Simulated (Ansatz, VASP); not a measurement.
## NaH: VASP beside Ansatz

File INCAR:

```
SYSTEM = NaH
  ALGO = Normal
  EDIFF = 1E-6
  ENCUT = 520
  GGA = PE
  ISIF = 2
  ISMEAR = -1
  LASPH = .True.
  LCHARG = .False.
  LREAL = .False.
  LWAVE = .False.
  NBANDS = 11
  NELM = 80
  PREC = Accurate
  SIGMA = 0.08
```

KPOINTS

```
k-points
0
Gamma
  12 12 12
  0 0 0
```

The input POSCAR:

```
NaH
1.0
    2.3836147811      0.0000000000      0.0000000000
    0.0000000000      2.3836147811      0.0000000000
    0.0000000000      0.0000000000      2.3836147811
Na H
1 1
Direct
    0.0000000000      0.0000000000      0.0000000000
    0.5000000000      0.5000000000      0.5000000000
```

Input for Ansatz:

```yaml
crystal:
  lattice:
    - [2.3836147811, 0.0, 0.0]
    - [0.0, 2.3836147811, 0.0]
    - [0.0, 0.0, 2.3836147811]
  atoms:
    - { symbol: Na, position: [0.0, 0.0, 0.0] }
    - { symbol: H, position: [0.5, 0.5, 0.5] }
kpoints:
  mp_grid: { grid: [12, 12, 12] }
scf:
  occupations: { method: fermi_dirac, width: 0.08 }
hamiltonian:
  xc: pbe
  pseudopotentials: { kind: all_electron, lapw: { basis_error: 0.001 } }
output:
  forces: true
  stress: true
  eigenvalues: true
  populations: true
```

Change from the starting cell: volume scaled by 0.52, LAPW.

Alike in both runs: task single point; functional PBE; k mesh 12 × 12 × 12; occupations fermi-dirac, width 0.08 eV; no spin polarisation.

```csv
,VASP,Ansatz
version,VASP 6.6.1,Ansatz 0.2.0
potentials or method,"VASP PAW PBE potentials, release 64 (Na_pv, H)","all-electron LAPW, scalar-relativistic"
plane-wave cutoff (eV),520,see its input
```

```csv
,VASP,Ansatz,Ansatz less VASP
pressure (GPa),52.7,52.4,-0.24
```

Ansatz ran all-electron here, so the differences hold the error of VASP's frozen core and of both bases.

Caveats: so large a pressure means that the cell lies far from this level's equilibrium, or that cutoff or potentials fall short (VASP). A k mesh can miss the band edges.
